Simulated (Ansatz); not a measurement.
# CaSe: a single-point run

The task is a single-point run on CaSe. The structure is shown as the input types it.

Program: Ansatz 0.2.0. Level of theory: DFT, PBEsol, all-electron LAPW, scalar-relativistic. These are calculated values, not measurements.

2 further runs of the same task are left out: 2 that didn't finish. Runs told in other sessions of the task aren't counted.

**1. The system as given**

Symmetry: Fm-3m, No. 225, cubic system. Conventional cell: a = 5.940 Å, b = 5.940 Å, c = 5.940 Å, α = 90.00°, β = 90.00°, γ = 90.00°. Ca (site symmetry m-3m) is surrounded by 6 Se at 2.97 Å. Around Se (site symmetry m-3m) lie 6 Ca at 2.97 Å.

As a file:

```xyz
2
Lattice="0.0000 2.9702 2.9702 2.9702 0.0000 2.9702 2.9702 2.9702 0.0000" Properties=species:S:1:pos:R:3 pbc="T T T"
Ca    0.0000    0.0000    0.0000
Se    2.9702    2.9702    2.9702
```

**2. Input and run**

input.yaml reads:

```yaml
crystal:
  lattice:
    - [0.0, 2.9702381052, 2.9702381052]
    - [2.9702381052, 0.0, 2.9702381052]
    - [2.9702381052, 2.9702381052, 0.0]
  atoms:
    - { symbol: Ca, position: [0.0, 0.0, 0.0] }
    - { symbol: Se, position: [0.5, 0.5, 0.5] }
kpoints:
  mp_grid: { grid: [7, 7, 7] }
scf:
  occupations: { method: fermi_dirac, width: 0.03 }
  mixing: { algorithm: anderson, beta: 0.95, ndim: 1, preconditioner: none }
  max_iter: 100
hamiltonian:
  xc: pbesol
  pseudopotentials: { kind: all_electron, lapw: { basis_error: 0.001 } }
output:
  forces: true
  stress: true
  eigenvalues: true
  populations: true
```

Started as:

```bash
$ ansatz run input.yaml --threads 1 --pin off --max-ram 2048MiB --backend cpu --events-out ev --progress --plain --runs-dir out
```

What happens when this is run?

This run ends as converged. Convergence says nothing about whether the input makes sense.

In the input, scf.mixing.algorithm is anderson; scf.mixing.beta is 0.95; scf.mixing.ndim is 1; scf.mixing.preconditioner is none. What could go wrong: mixing too aggressive. Here it converged all the same; such a setting changes the road, not the converged state. Several mixing settings were changed at once, so this run can't tell how much each is to blame.

Run again and compare: delete scf.mixing.algorithm, scf.mixing.beta, scf.mixing.ndim and scf.mixing.preconditioner (the default then holds).
